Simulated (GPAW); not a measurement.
TaN in GPAW: convergence with plane-wave cutoff (eV)

Input of the first run (plane-wave cutoff (eV) 300); the others differ in this setting and in those tied to it:

File run.py:

```python
from ase.dft.bandgap import bandgap
from ase.io import read, write
from ase.units import GPa
from gpaw import GPAW, PW

atoms = read('POSCAR')

calc = GPAW(mode=PW(300),
            xc='MGGA_X_R2SCAN+MGGA_C_R2SCAN',
            kpts={'size': (5, 5, 4), 'gamma': True},
            occupations={'name': 'fermi-dirac', 'width': 0.05},
            nbands=34,
            convergence={'density': 1e-05, 'energy': 1e-05},
            maxiter=100,
            txt='gpaw.txt')
atoms.calc = calc
energy = atoms.get_potential_energy()
forces = atoms.get_forces()
stress = atoms.get_stress()
calc.write('gs.gpw')
write('result.traj', atoms)
print(f'Energy: {energy:.6f} eV')
print('Forces (eV/A):')
print(forces.round(4))
print('Stress (GPa):', (stress / GPa).round(3))
print('Fermi level:', round(calc.get_fermi_level(), 4), 'eV')
print(f'Gap: {bandgap(calc)[0]:.4f} eV, direct: {bandgap(calc, direct=True)[0]:.4f} eV')
```

Contents of POSCAR:

```
TaN
1.0
    3.3991219400      0.0000000000      0.0000000000
    0.0000000000      3.3991219400      0.0000000000
    0.0000000000      0.0000000000      4.9769636900
Ta N
2 2
Direct
    0.0000000000      0.0000000000      0.0000000000
    0.5000000000      0.5000000000      0.0000000000
    0.5000000000      0.0000000000      0.2670000000
    0.0000000000      0.5000000000      0.7330000000
```

Potentials or basis: GPAW PAW data sets (gpaw-data 1.2.1), pw.

Command:

```sh
$ OMP_NUM_THREADS=1 python run.py
```

The cell was built by a generator and needn't be a form met in nature.

Hardware: 1 thread of Arm Neoverse V1 (shared host).

Task: The values tried are 300, 350, 400, 500, 600, 700, 800, 1000, 1200, loosest first. From which on does the largest force stay within 0.005 eV/Å of the tightest run that finished?

Result: From 800 on.

| plane-wave cutoff (eV) | energy less the tightest run, at zero smearing (meV/atom) | pressure (GPa) | largest force (eV/Å) | SCF cycles | CPU time (s) | peak memory (GiB) |
| --- | --- | --- | --- | --- | --- | --- |
| 300 | 2479.38 | -15.15 | 2.551 | 11 | 22 | 0.26 |
| 350 | 1499.66 | -3.69 | 2.840 | 11 | 30 | 0.27 |
| 400 | 873.24 | 7.27 | 2.927 | 11 | 33 | 0.27 |
| 500 | 280.13 | 22.43 | 3.286 | 11 | 56 | 0.28 |
| 600 | 80.63 | 29.82 | 3.274 | 11 | 58 | 0.3 |
| 700 | 20.91 | 32.86 | 3.262 | 11 | 79 | 0.31 |
| 800 | 5.52 | 33.88 | 3.283 | 11 | 110 | 0.33 |
| 1000 | 0.88 | 34.26 | 3.282 | 10 | 110 | 0.36 |
| 1200 | 0.00 | 34.27 | 3.281 | 11 | 170 | 0.4 |

Against the tightest run, the energy stays within 1 meV/atom from 1000 on; the pressure stays within 0.1 GPa from 1000 on. The tightest run that finished is the yardstick and may itself not be fully converged.

Caveat, for the tightest run too: the k mesh is coarse (spacing up to 0.37 Å⁻¹), so the values aren't converged; a pressure of tens of GPa on the cell as given is suspect, and the run, the potentials or the cell itself is likely at fault; the PAW data sets were made with another functional, which shifts forces and pressure a little. Spin-orbit coupling is left out, which matters for the levels of Ta.
